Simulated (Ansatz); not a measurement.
AlCu$_{3}$ under pressure: fit and missing row

AlCu$_{3}$, Pm-3m, a = 3.642 Å. The structure is a Materials Project entry; whether it is the stable form wasn't checked. Ansatz: r2SCAN, PAW, 500 eV, Γ-centred 12×12×12 mesh on 4 atoms, Gaussian smearing 0.10 eV; no spin polarisation. Cell and atoms are relaxed at each pressure, and no other structure is tried, so the rows at high pressure may lie past a change of phase.

| V (Å³/atom) | P (GPa) |
| --- | --- |
| ? | 60.01 |
| 10.475 | 30.01 |
| 11.127 | 15.00 |
| 11.518 | 8.00 |
| 11.848 | 3.02 |
| 12.075 | 0.00 |
| 12.330 | -3.00 |

Question: Take V0 = 12.075 Å³/atom, fit the third-order Birch–Murnaghan form to the other rows, and predict the missing volume.

Answer: With the Eulerian strain f = ½[(V0/V)^(2/3) − 1] and y = P/[3f(1 + 2f)^(5/2)], the form is the line y = B0 + 1.5 B0 (B0′ − 4) f. Rows (f, y): 0.04970, 158.8; 0.02801, 155.8; 0.01599, 154.1; 0.00637, 153.1; -0.00692, 149.6. Means f = 0.01863, y = 154.28; Σ(Δf)² = 0.001863, ΣΔfΔy = 0.2892; the slope is their ratio. y = 151.4 + 155.2 f GPa, so B0 = 151.4 GPa and B0′ = 4 + 2 × (155.2)/(3 × 151.4) = 4.68. P = 60.01 GPa is met at f = 0.08296 (y = 164.28), so V = V0 (1 + 2f)^(−3/2) = 9.591 Å³/atom. The run gave 9.580 Å³/atom, so the fit is 0.011 Å³/atom too high, 0.4 % of the span of the series, against an rms of 0.001 Å³/atom on the fitted rows. The row lies outside the fitted range. A fourth-order term fitted to the same rows gives P = 59.18 GPa at this row's volume (the line 60.49, the run 60.01), no gain.

The compression curve is smooth and stiffens under load, with B0 = 151.4 GPa and B0′ = 4.68. In a copper-rich metal this is expected: squeezing the cell raises the kinetic energy of the sp electrons and drives the nearly filled Cu 3d shells into closer overlap, so repulsion grows faster than cohesion.

The extrapolated line is slightly too stiff at the missing row, while the fourth-order form is too soft. The normalised pressures nearest zero strain suggest why: they lie off the line in opposite directions on the two sides of V0. A tiny error in V0 or a residual pressure would do this, since division by a small strain magnifies it. The extra term probably bends to follow that scatter, so its failure doesn't show that higher-order elasticity is absent. The close prediction supports the third-order form as a compact description of this computed curve, but it doesn't test how accurately the functional gives the compressibility of the real alloy.
